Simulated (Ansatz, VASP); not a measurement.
This is a calculation of Pd for Ansatz 0.2.0.

The input input.yaml:

```yaml
crystal:
  lattice:
    - [-1.572281, 1.572281, 1.572281]
    - [1.572281, -1.572281, 1.572281]
    - [1.572281, 1.572281, -1.572281]
  atoms:
    - { symbol: Pd, position: [0.0, 0.0, 0.0] }
hamiltonian:
  xc: lda
  pseudopotentials: { kind: paw }
kpoints:
  mp_grid: { grid: [12, 12, 12] }
scf:
  occupations: { method: fermi_dirac, width: 0.05 }
output:
  forces: true
  stress: true
  eigenvalues: true
```

Potentials or basis: Ansatz PAW.

Run with:

```bash
$ ansatz run input.yaml --threads 2 --pin off --max-ram 5632MiB --backend cpu --events-out ev --progress --plain --runs-dir out
```

Set up the same calculation for VASP 6.6.1. Potentials there: VASP PAW LDA potentials, release 64 (Pd).

As run (the cutoff follows the program's own potentials):

The input INCAR:

```
SYSTEM = Pd
PREC = Accurate
ENCUT = 520
EDIFF = 1E-6
ISMEAR = -1
SIGMA = 0.05
LREAL = .FALSE.
LASPH = .TRUE.
NELM = 100
ALGO = Normal
ISIF = 2
LWAVE = .FALSE.
LCHARG = .TRUE.
LELF = .TRUE.
LVHAR = .TRUE.
NBANDS = 11
```

KPOINTS

```
Automatic mesh
0
G
  12 12 12
  0 0 0
```

The input POSCAR:

```
Pd
1.0
   -1.5722810000      1.5722810000      1.5722810000
    1.5722810000     -1.5722810000      1.5722810000
    1.5722810000      1.5722810000     -1.5722810000
Pd
1
Direct
    0.0000000000      0.0000000000      0.0000000000
```

Potentials or basis: VASP PAW LDA potentials, release 64 (Pd).

The run is started by

```bash
$ cat potpaw_LDA.64/Pd/POTCAR > POTCAR
$ mpirun -np 1 vasp_std > vasp.out
```

Both were run:

|  | VASP | Ansatz | Ansatz less VASP |
| --- | --- | --- | --- |
| gap on the k mesh at the Fermi level (eV) | none | none | - |
| pressure (GPa) | -15.1 | -15.3 | -0.20 |

A gap of «none» marks a metal or a gap that the smearing closes. The two sets of potentials don't hold the same shells in valence.

Caveats: so large a pressure means that the cell lies far from this level's equilibrium, or that cutoff or potentials fall short (VASP); the PAW data sets come from PBE, with cores solved anew for the run's functional, which leaves a small shift of forces and pressure (Ansatz).
